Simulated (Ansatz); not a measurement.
# TaN: moving N off its site

TaN, Fm-3m, a = 4.358 Å (as given, not relaxed at this level: 14.6 GPa). This isn't the usual stable structure of the compound. Ansatz: PBE, PAW, 420 eV, Γ-centred 18×18×18 mesh on 2 atoms, Gaussian smearing 0.15 eV; no spin polarisation.

```
CELL_PARAMETERS angstrom
0.00000 2.17900 2.17900
2.17900 0.00000 2.17900
2.17900 2.17900 0.00000
ATOMIC_POSITIONS crystal
Ta 0.50000 0.50000 0.50000
N 0.00000 0.00000 0.00000
```

Atom 2 (N) moves by x along the unit vector (0.000, 0.000, -1.000), with its periodic images; all else is held. y is the free energy of the cell over the start, F the force along the path summed over the moved atoms. Symmetry makes y even in x.

```
  x (Å) y (meV) F (eV/Å)
-0.1000        ?         ?
-0.0500    11.39      0.46
 0.0000     0.00      0.00
 0.0125     0.70     -0.11
 0.0250     2.82     -0.23
 0.0375     6.38     -0.34
 0.0625    17.90     -0.58
 0.0750    25.97     -0.71
 0.0875    35.65     -0.84
```

Task: Fit y = c2 x² + c4 x⁴ to the energies of the other rows, give the force constant, and predict energy and force of the missing row.

Result: Least squares on the rows shown. y = 4506.7 x² + 19547 x⁴. The force constant is 2 c2 = 9.01 eV/Å², for the cell as given, at 14.6 GPa (for all images moving together, not for a lone atom). With two atoms in a cubic cell this is the optical mode at Γ (in a metal it hangs on mesh and smearing): ω = 521.5 √(2 c2/μ) = 434 cm⁻¹ for μ = 13.00 u. The force −dy/dx at the missing row is 0.98 eV/Å (computed 0.98). At x = -0.1000 the fit asked for gives 47.02 meV. The run gave 47.02 meV, the same to the digits shown.

Spin–orbit coupling is left out, which can shift energies with elements as heavy as these.